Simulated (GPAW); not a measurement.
# CoO (P3m1) in GPAW: single point with PBEsol

Aim: the single point of CoO with PBEsol.

Everything below comes from runs of GPAW 26.7.0. Logs are shortened: lines on timing, memory, paths and dates and some standing lists are left out, and cuts for length are marked. The log counts tension as positive stress, the text compression.

### Step 1. The structure

The structure is hexagonal, space group P6_3mc (No. 186). Conventional cell: a = 3.198 Å, b = 3.198 Å, c = 5.229 Å, α = 90.00°, β = 90.00°, γ = 120.00°. Co (site symmetry 3m) has 4 O at 1.93 to 1.97 Å as nearest neighbours. O (site symmetry 3m) has 4 Co at 1.93 to 1.97 Å as nearest neighbours.

Measurements of this composition are mostly on another form, of space group No. 225.

### Step 2. Single point, PBEsol, collinear spin, ferromagnetic start

run.py reads:

```python
from ase import Atoms
from ase.dft.bandgap import bandgap
from ase.io import write
from ase.units import GPa
from gpaw import GPAW, PW, setup_paths

setup_paths.insert(0, '.')

atoms = Atoms(['Co', 'Co', 'O', 'O'],
              cell=[[3.1976457435, 0.0, 0.0],
                    [-1.5988228718, 2.7692424462, 0.0],
                    [0.0, 0.0, 5.22870971]],
              scaled_positions=[[0.3333333333, 0.6666666667, 0.50336241],
                                [0.0, 0.0, 0.00347414],
                                [0.3333333333, 0.6666666667, 0.8715556],
                                [0.0, 0.0, 0.37160885]],
              pbc=True)
atoms.set_initial_magnetic_moments([3.0, 3.0, 0.0, 0.0])

calc = GPAW(mode=PW(600),
            xc='PBEsol',
            kpts={'size': (8, 8, 4), 'gamma': True},
            occupations={'name': 'fermi-dirac', 'width': 0.05},
            nbands=30,
            maxiter=120,
            txt='gpaw.txt')
atoms.calc = calc
energy = atoms.get_potential_energy()
forces = atoms.get_forces()
stress = atoms.get_stress()
calc.write('gs.gpw')
write('result.traj', atoms)
print(f'Energy: {energy:.6f} eV')
print('Forces (eV/A):')
print(forces.round(4))
print('Stress (GPa):', (stress / GPa).round(3))
print('Moments:', calc.get_magnetic_moments().round(3))
print('Fermi level:', round(calc.get_fermi_level(), 4), 'eV')
print(f'Gap: {bandgap(calc)[0]:.4f} eV, direct: {bandgap(calc, direct=True)[0]:.4f} eV')
```

Potentials or basis: PAW data sets generated in the run's folder for this functional, pw.

On the command line:

```bash
gpaw-setup -f PBEsol Co O
OMP_NUM_THREADS=1 python run.py
```

gpaw.txt:

```text
__  _  _
 | _ |_)|_||  |
 |__||  | ||/\| - 26.7.0

Input parameters:
  mode=PW(ecut=600.0),
  kpts=MonkhorstPack(size=(8, 8, 4), gamma=True),
  maxiter=120,
  nbands=30,
  occupations=Occupations(name='fermi-dirac', width=0.05),
  xc=XC(name='PBEsol')

Diagonalizing LCAO Hamiltonian
Converting LCAO to pw mode

         O

         Co

       O

       Co

Atoms  # Å, Bohr magnetons
|   | symbol |         x |        y |        z |    initial magnetic moments |
|---|--------|-----------|----------|----------|-----------------------------|
| 0 |     Co | -0.000000 | 1.846162 | 2.631936 | ( 0.0000,  0.0000,  3.0000) |
| 1 |     Co |  0.000000 | 0.000000 | 0.018165 | ( 0.0000,  0.0000,  3.0000) |
| 2 |      O | -0.000000 | 1.846162 | 4.557111 | ( 0.0000,  0.0000,  0.0000) |
| 3 |      O |  0.000000 | 0.000000 | 1.943035 | ( 0.0000,  0.0000,  0.0000) |

Unit cell  # Å
| periodic |         x |        y |        z |  lengths |     angles |
|----------|-----------|----------|----------|----------|------------|
|      yes |  3.197646 | 0.000000 | 0.000000 | 3.197646 |  90.000000 |
|      yes | -1.598823 | 2.769242 | 0.000000 | 3.197646 |  90.000000 |
|      yes |  0.000000 | 0.000000 | 5.228710 | 5.228710 | 120.000000 |

Number of symmetries: 6
Symmetry operations  # r_c * U_cc + t_c -> r_c
|   | kind |            matrix            |
|---|------|------------------------------|
| 0 |  σ   |  1, 1, 0,  0,-1, 0,  0, 0, 1 |
| 1 |  E   |  1, 0, 0,  0, 1, 0,  0, 0, 1 |
| 2 |  C3  |  0, 1, 0, -1,-1, 0,  0, 0, 1 |
| 3 |  σ   |  0,-1, 0, -1, 0, 0,  0, 0, 1 |
| 4 |  σ   | -1, 0, 0,  1, 1, 0,  0, 0, 1 |
| 5 |  C3  | -1,-1, 0,  1, 0, 0,  0, 0, 1 |

BZ-sampling:
  Number of BZ points: 256
  Number of IBZ points: 35

  Monkhorst-Pack size: [8, 8, 4]
  Monkhorst-Pack shift: [0.0625, 0.0625, 0.125]

K-points  # in reciprocal-cell coordinates
|     |                                coordinates |     weight |
|-----|--------------------------------------------|------------|
|   0 | (  0.00000000,   0.00000000,   0.00000000) | 0.00390625 |
|   1 | (  0.00000000,   0.00000000,   0.25000000) | 0.00781250 |
|   2 | (  0.00000000,   0.00000000,   0.50000000) | 0.00390625 |
|   3 | (  0.12500000,   0.00000000,  -0.25000000) | 0.02343750 |
|   4 | (  0.12500000,   0.00000000,   0.00000000) | 0.02343750 |
|   5 | (  0.12500000,   0.00000000,   0.25000000) | 0.02343750 |
|   6 | (  0.12500000,   0.00000000,   0.50000000) | 0.02343750 |
|   7 | (  0.25000000,  -0.12500000,   0.00000000) | 0.02343750 |
|   8 | (  0.25000000,  -0.12500000,   0.25000000) | 0.04687500 |
|   9 | (  0.25000000,  -0.12500000,   0.50000000) | 0.02343750 |
| ... |                                            |            |
|  34 | (  0.50000000,   0.50000000,   0.50000000) | 0.01171875 |

Plane wave coefficients: 1578
Cutoff: 600.0 eV

Spin-components: 2 (collinear spins)
Bands:           30
Projectors:      22
Spin-degeneracy: 1
Datatype:        complex128

Parallelization:
  kpt:    1
  domain: 1
  band:   1

Density:
  Valence electrons: 30.0
  Components: 2
  Grid points: [20 20 30]
  Charge: 0.0  # |e|

Potential:
  Grid points: [20 20 30]

species:
  Co:
    name:    Cobalt
    Z:       27.0
    valence: 9
    core:    18
    charge:  0.0  # [|e|]
    compensation charges:
      type: gauss
      rc: 0.32  # [Å]
      lmax: 2
    cutoffs:
      filter: 1.87  # [Å]
      core: 2.55  # [Å]
    projectors
    | kind |    occ | energy [eV] | rcut [Å] |
    |------|--------|-------------|----------|
    |   4s |  2.000 |      -5.488 |    1.005 |
    |   4p |  0.000 |      -1.248 |    1.058 |
    |   3d |  7.000 |      -8.230 |    1.005 |
    |    s |        |      21.723 |    1.005 |
    |    p |        |      25.963 |    1.058 |
    |    d |        |      18.981 |    1.005 |

    Using partial waves for Co as LCAO basis

  O:
    name:    Oxygen
    Z:       8.0
    valence: 6
    core:    2
    charge:  0.0  # [|e|]
    compensation charges:
      type: gauss
      rc: 0.21  # [Å]
      lmax: 2
    cutoffs:
      filter: 1.17  # [Å]
      core: 0.83  # [Å]
    projectors
    | kind |    occ | energy [eV] | rcut [Å] |
    |------|--------|-------------|----------|
    |   2s |  2.000 |     -23.808 |    0.688 |
    |   2p |  4.000 |      -8.972 |    0.598 |
    |    s |        |       3.404 |    0.688 |
    |    p |        |      18.239 |    0.598 |
    |    d |        |       0.000 |    0.619 |

    Using partial waves for O as LCAO basis

Reference energy: -79805.654857  # eV

eigensolver:
  PPCG
  Converge bands: occupied
  niter=2

density mixing:
  MSR1-Mixer
  Pratt-step length: 0.05
  Maximum mixing coefficient: 0.75
  Old densities: 10
  SVD Regularization: 0.005
  Good broyden scale: 1.0
  Trust region scale: 1.0
  Backstep threshold: 4.0
  History deletion threshold: 6.0
  Fourier metric: weight=20.0, sigma=0.015

occupation numbers:
  Fermi-Dirac:
    width: 0.0500  # eV

poisson solver:
  ecut: 4800.0  # eV

xc functional:
  name: PBEsol with 2 nearest neighbor stencil

convergence criteria:
- Maximum [total energy] change in last 3 cyles: 0.0005 eV / valence electron
- Maximum integral of absolute [dens]ity change: 0.0001 electrons / valence electron
- Maximum integral of absolute [eigenst]ate change: 4e-08 eV^2 / valence electron
maximum number of iterations: 120

SCF iterations
|iter     | |      energy | eigst |  dens |  magmom |
|---------|-|-------------|-------|-------|---------|
|iter:   1| |  -32.305473 | -0.06 |       |  +6.0043|
|iter:   2| |  -31.809714 | -1.84 | -0.89 |  +6.0043|
|iter:   3| |  -30.769037 | -1.68 | -0.93 |  +6.0003|
|iter:   4| |  -32.558371 | -2.02 | -1.26 |  +5.9168|
|iter:   5| |  -30.811335 | -2.08 | -0.64 |  +5.9422|
|iter:   6| |  -30.854525 | -2.95 | -1.36 |  +5.8395|
|iter:   7| |  -30.875718 | -2.97 | -1.71 |  +5.7629|
|iter:   8| |  -30.881817 | -3.83 | -2.21 |  +5.7694|
|iter:   9| |  -30.884462c| -4.04 | -2.35 |  +5.7701|
|iter:  10| |  -30.885621c| -4.58 | -2.55 |  +5.7723|
|iter:  11| |  -30.886128c| -5.60 | -2.94 |  +5.7802|
|iter:  12| |  -30.886547c| -5.50 | -3.19 |  +5.7874|
|iter:  13| |  -30.886572c| -7.08 | -3.75 |  +5.7873|
|iter:  14| |  -30.886612c| -7.34 | -4.07c|  +5.7878|
|iter:  15| |  -30.886622c| -8.19c| -4.44c|  +5.7878|

Converged in 15 steps
Energy contributions relative to reference atoms: (reference = -79805.654857)

Energy contributions:
  Kinetic:          45.848918
  Coulomb:         -41.712511
  Zero:              0.121770
  External:          0.000000
  Xc:              -35.125056
  Entropy:          -0.039487
  Spinorbit:         0.000000
  ----------------------------
  Free energy:     -30.906365
  Extrapolated:    -30.886622

dipole moment: (-10.670823, -14.100187, -12.478771)  # |e|*Ang

Total magnetic moment: (0.000000, 0.000000, 5.787791)

Local magnetic moments
|        x |        y |        z |
|----------|----------|----------|
| 0.000000 | 0.000000 | 2.416658 |  # Co   0
| 0.000000 | 0.000000 | 2.416830 |  # Co   1
| 0.000000 | 0.000000 | 0.246252 |  # O    2
| 0.000000 | 0.000000 | 0.246135 |  # O    3

Fermi level: 6.505
Eigenvalues  # (at kpt = [0.000, 0.000, 0.000])
| band index |      eig [eV] | occ [0-1] |      eig [eV] | occ [0-1] |
|------------|---------------|-----------|---------------|-----------|
|          0 |       -13.497 |     1.000 |       -12.935 |     1.000 |
|        ... |               |           |               |           |
|          6 |         0.735 |     1.000 |         1.808 |     1.000 |
|          7 |         0.735 |     1.000 |         1.808 |     1.000 |
|          8 |         3.834 |     1.000 |         5.758 |     1.000 |
|          9 |         3.885 |     1.000 |         5.758 |     1.000 |
|         10 |         3.885 |     1.000 |         6.364 |     0.943 |
|         11 |         4.204 |     1.000 |         6.364 |     0.943 |
[... 8 lines left out ...]
|         20 |        13.387 |     0.000 |        14.197 |     0.000 |
|         21 |        19.839 |     0.000 |        20.519 |     0.000 |
|        ... |               |           |               |           |
|         29 |        25.606 |     0.000 |        26.271 |     0.000 |

No gap
No difference between direct/indirect transitions

Forces  # eV/Ang
|        x |        y |        z |
|----------|----------|----------|
|  0.00000 |  0.00000 | -0.27636 |  # Co   0
|  0.00000 |  0.00000 | -0.28150 |  # Co   1
|  0.00000 | -0.00000 |  0.27751 |  # O    2
| -0.00000 |  0.00000 |  0.27773 |  # O    3

Stress tensor  # eV/Ang^3
|         x |         y |         z |
|-----------|-----------|-----------|
|  0.074529 |  0.000000 | -0.000000 |
|  0.000000 |  0.074529 | -0.000000 |
| -0.000000 | -0.000000 |  0.049582 |

# Writing to gs.gpw (mode='')
```

Wall time 80 s (1 thread of Arm Neoverse V2, shared host); peak memory 0.21 GiB.

What came out:

```yaml
Free_energy: -30.9064 eV
Pressure: -10.6 GPa
Largest_force: 0.281 eV/Å
Band_gap_on_the_k_mesh: none (metal or under the smearing width)
Net_moment: 5.79 μB per cell
Site_moments: Co +2.42; O +0.25 μB
```

Forces on the atoms (eV/Å):
```
Co   0.000  0.000 -0.276
Co   0.000  0.000 -0.281
O    0.000  0.000  0.278
O    0.000  0.000  0.278
```

Caveat: the cutoff is short for stress and forces, so pressures can be off by a GPa or more; semilocal functionals often make such compounds metallic where correlation or magnetic order opens a gap, which also shifts bond lengths.
